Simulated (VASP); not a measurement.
# Hf in VASP: further runs, part 2 of 2

VASP 6.6.1. The steps go on from the part before.

## 3. Single point, PBE

This run uses another cell than the first one, of 40.77 Å³/atom, 1.122 times its volume.

INCAR

```
PREC     = Accurate       # precision mode
ENCUT    = 400            # plane-wave cutoff, eV
EDIFF    = 1E-7           # SCF threshold, eV
ISMEAR   = 1              # smearing method
SIGMA    = 0.1            # smearing width, eV
LREAL    = F              # projectors in reciprocal space
LASPH    = T              # aspherical terms in the spheres
NELM     = 120            # most SCF steps
ALGO     = Normal         # electronic algorithm
ISIF     = 2              # what is computed and relaxed
LWAVE    = F              # write WAVECAR
LCHARG   = F              # write CHGCAR
GGA      = PE             # functional
NBANDS   = 44             # bands
LVHAR    = T            
LVACPOTAV= T            
IDIPOL   = 3
```

KPOINTS

```
regular mesh
0
Gamma
  12 12 1
```

POSCAR

```
Hf
1.0
    3.1966985242      0.0000000000      0.0000000000
   -1.5983492621      2.7684221302      0.0000000000
    0.0000000000      0.0000000000     27.6445000000
Hf
6
Direct
    0.6666666667      0.3333333334      0.2713017056
    0.3333333333      0.6666666666      0.3627810234
    0.6666666667      0.3333333334      0.4542603411
    0.3333333333      0.6666666666      0.5457396589
    0.6666666667      0.3333333334      0.6372189766
    0.3333333333      0.6666666666      0.7286982944
```

Potentials or basis: VASP PAW PBE potentials, release 64 (Hf_pv).

The run is started by

```bash
$ cat potpaw_PBE.64/Hf_pv/POTCAR > POTCAR
$ mpirun -np 1 vasp_std > vasp.out
```

OUTCAR:

```text
PREC = Accurate
   ENCUT = 400
   EDIFF = 1E-7
   ISMEAR = 1
   LREAL = F
   LASPH = T
   NELM = 120
   ISIF = 2
   GGA = PE

 Found     19 irreducible k-points:

 Following reciprocal coordinates:
            Coordinates               Weight
  0.000000  0.000000  0.000000      1.000000
  0.083333  0.000000  0.000000      6.000000
  0.166667 -0.000000  0.000000      6.000000
  0.250000  0.000000  0.000000      6.000000
  0.333333  0.000000  0.000000      6.000000
  0.416667  0.000000  0.000000      6.000000
   k-points           NKPTS =     19   k-points in BZ     NKDIM =     19   number of bands    NBANDS=     44
   number of dos      NEDOS =    301   number of ions     NIONS =      6
   total plane-waves  NPLWV = 103680
   dimension x,y,z NGX =    24 NGY =   24 NGZ =  180
   dimension x,y,z NGXF=    48 NGYF=   48 NGZF=  360
   ions per type =               6
   NGX,Y,Z   is equivalent  to a cutoff of  12.48, 12.48, 10.82 a.u.
   NGXF,Y,Z  is equivalent  to a cutoff of  24.96, 24.96, 21.65 a.u.
 SYSTEM =  unknown system
   PREC   = accura    normal or accurate (medium, high low for compatibility)
   ISTART =      0    job   : 0-new  1-cont  2-samecut
   ICHARG =      2    charge: 1-file 2-atom 10-const
   ISPIN  =      1    spin polarized calculation?
   LNONCOLLINEAR =      F non collinear calculations
   LSORBIT =      F    spin-orbit coupling
   LASPH  =      T    aspherical Exc in radial PAW
   ENCUT  =  400.0 eV  29.40 Ry    5.42 a.u.   5.21  5.21 45.08*2*pi/ulx,y,z
   NELM   =    120;   NELMIN=  2; NELMDL= -5     # of ELM steps
   EDIFF  = 0.1E-06   stopping-criterion for ELM
   LREAL  =      F    real-space projection
   EDIFFG = 0.1E-05   stopping-criterion for IOM
   NSW    =      0    number of steps for IOM
   IBRION =     -1    ionic relax: 0-MD 1-quasi-New 2-CG
   NFREE  =      0    steps in history (QN), initial steepest desc. (CG)
   ISIF   =      2    stress and relaxation
   ISYM   =      2    0-nonsym 1-usesym 2-fastsym
   POTIM  = 0.5000    time-step for ionic-motion
   TEBEG  =    0.0;   TEEND  =   0.0 temperature during run
   PSTRESS=    0.0 pullay stress
   NELECT =      60.0000    total number of electrons
   NUPDOWN=      -1.0000    fix difference up-down
   EMIN   =  10.00;   EMAX   =-10.00  energy-range for DOS
   EFERMI =   0.00;   METHOD = LEGACY
   ISMEAR =     1;   SIGMA  =   0.10  broadening in eV -4-tet -1-fermi 0-gaus
   EFERMI_NEDOS =   21; number of points for ismear=-14 and -15
   IALGO  =     38    algorithm
   IMIX   =      4    mixing-type and parameters
     AMIX     =   0.40;   BMIX     =  1.00
     AMIX_MAG =   1.60;   BMIX_MAG =  1.00
  volume/ion in A,a.u.               =      40.77       275.16
  Fermi-wavevector in a.u.,A,eV,Ry     =   1.024734  1.936466 14.287193  1.050079
  Thomas-Fermi vector in A             =   2.158537
   LORBIT       =      0    0 simple, 1 ext, 2 COOP (PROOUT), +10 PAW based schemes
   GGA     = PE    functional components
   LHFCALC =     F    Hartree Fock is set to
   AEXX    =    0.0000 exact exchange contribution
   IVDW    =     0    specifies the selected vdW correction
   LEPSILON=     F    determine dielectric tensor
   LRPA    =     F    only Hartree local field effects (RPA)
 non-spin polarized calculation
 Methfessel and Paxton  Order N= 1 SIGMA  =   0.10
  energy-cutoff  :      400.00
  volume of cell :      244.65
 maximum number of plane-waves:      4473
 NGX is ok and might be reduce to    24
   NGX = 11   NGY = 11   NGZ = 91

 number of electron      59.9999995 magnetization

 Free energy of the ion-electron system (eV)
  ---------------------------------------------------
  ext. energy  EPLUGINS =         0.00000000
  ---------------------------------------------------
  free energy    TOTEN  =       -57.49899197 eV

  energy without entropy =      -57.49665309  energy(sigma->0) =      -57.49821234

 E-fermi :   0.8253     XC(G=0):  -6.9303

 val. band max:        0.8231959963   @ k =   0.3333   0.0833   0.0000
 cond. band min:       0.8373989487   @ k =   0.3333   0.0833   0.0000
 fundamental gap:      0.0142029523
 Fermi energy:         0.8253497415

 k-point     1 :       0.0000    0.0000    0.0000
  band No.  band energies     occupation
      1     -30.2824      2.00000
      2     -30.2639      2.00000
      3     -30.0870      2.00000
      4     -29.8120      2.00000
      5     -29.7304      2.00000
      6     -29.7304      2.00000
[... 34 lines left out ...]
     41       2.4194     -0.00000
     42       2.7221     -0.00000

 k-point     2 :       0.0833    0.0000    0.0000
  band No.  band energies     occupation
      1     -30.2708      2.00000
      2     -30.2552      2.00000
      3     -30.0795      2.00000
      4     -29.8244      2.00000
      5     -29.7714      2.00000
      6     -29.7598      2.00000
[... 34 lines left out ...]
     41       2.5764     -0.00000
     42       2.5866     -0.00000

 k-point     3 :       0.1667   -0.0000    0.0000
  band No.  band energies     occupation
      1     -30.2403      2.00000
      2     -30.2320      2.00000
      3     -30.0597      2.00000
      4     -29.8988      2.00000
      5     -29.8772      2.00000
      6     -29.8069      2.00000
[... 34 lines left out ...]
     41       2.7796     -0.00000
     42       2.9668      0.00000

 k-point     4 :       0.2500    0.0000    0.0000
  band No.  band energies     occupation
      1     -30.2040      2.00000
      2     -30.2031      2.00000
      3     -30.0533      2.00000
      4     -30.0299      2.00000
      5     -29.9951      2.00000
      6     -29.8702      2.00000
[... 34 lines left out ...]
     41       3.2203      0.00000
     42       3.4136      0.00000

 k-point     5 :       0.3333    0.0000    0.0000
  band No.  band energies     occupation
      1     -30.1914      2.00000
      2     -30.1892      2.00000
      3     -30.1542      2.00000
      4     -30.1518      2.00000
      5     -30.0051      2.00000
      6     -29.9671      2.00000
[... 34 lines left out ...]
     41       3.6441      0.00000
     42       3.9162      0.00000

 k-point     6 :       0.4167    0.0000    0.0000
  band No.  band energies     occupation
      1     -30.2652      2.00000
      2     -30.2639      2.00000
      3     -30.1748      2.00000
      4     -30.1684      2.00000
      5     -30.0517      2.00000
      6     -30.0249      2.00000
[... 34 lines left out ...]
     41       4.1122      0.00000
     42       4.1165      0.00000

 [... further k-points ...]

 [bands above 42 left out]

------------------------ aborting loop because EDIFF is reached ----------------------------------------

 dipolmoment           0.000000      0.000000      0.000137 electrons x Angstroem

  FORCE on cell =-STRESS in cart. coord.  units (eV):
  Direction    XX          YY          ZZ          XY          YZ          ZX
  --------------------------------------------------------------------------------------
  -------------------------------------------------------------------------------------
  Total       -2.1770567     -2.1770567     -2.5660808      0.0000000      0.0000000      0.0000000
  in kB      -14.2573096    -14.2573096    -16.8049870      0.0000000      0.0000000      0.0000000
  external PRESSURE =     -15.1065354 kB  Pullay stress =       0.0000000 kB

 VOLUME and BASIS-vectors are now :
 -----------------------------------------------------------------------------
  energy-cutoff  :      400.00
  volume of cell :      244.65
      direct lattice vectors                 reciprocal lattice vectors
     3.196698524  0.000000000  0.000000000     0.312822743  0.180608295  0.000000000
    -1.598349262  2.768422130  0.000000000     0.000000000  0.361216589  0.000000000
     0.000000000  0.000000000 27.644500000     0.000000000  0.000000000  0.036173561

 POSITION                                       TOTAL-FORCE (eV/Angst)
 -----------------------------------------------------------------------------------
      1.59835      0.92281      7.50000        -0.000000      0.000000      0.634303
     -0.00000      1.84561     10.02890         0.000000      0.000000     -0.763776
      1.59835      0.92281     12.55780        -0.000000     -0.000000      0.112422
     -0.00000      1.84561     15.08670         0.000000     -0.000000     -0.112422
      1.59835      0.92281     17.61560        -0.000000     -0.000000      0.763776
     -0.00000      1.84561     20.14450         0.000000     -0.000000     -0.634303
 -----------------------------------------------------------------------------------
    total drift:                                0.000000     -0.000000      0.000000

  FREE ENERGIE OF THE ION-ELECTRON SYSTEM (eV)
  ---------------------------------------------------
  free  energy   TOTEN  =       -57.4989919600 eV

  energy  without entropy=      -57.4966530791  energy(sigma->0) =      -57.49821233
```

Wall time 8.2 min (1 thread of Intel Xeon Platinum 8259CL at 2.50GHz (Skylake/Cascade Lake), shared host); peak memory 0.34 GiB.

The run converged, but some of its settings lie outside the range that counts as converged, so its numbers aren't taken as properties of the slab.

Results:

```
Free energy            : -57.4990 eV
Largest force          : 0.764 eV/Å
Band gap on the k mesh : none (metal or under the smearing width)
```
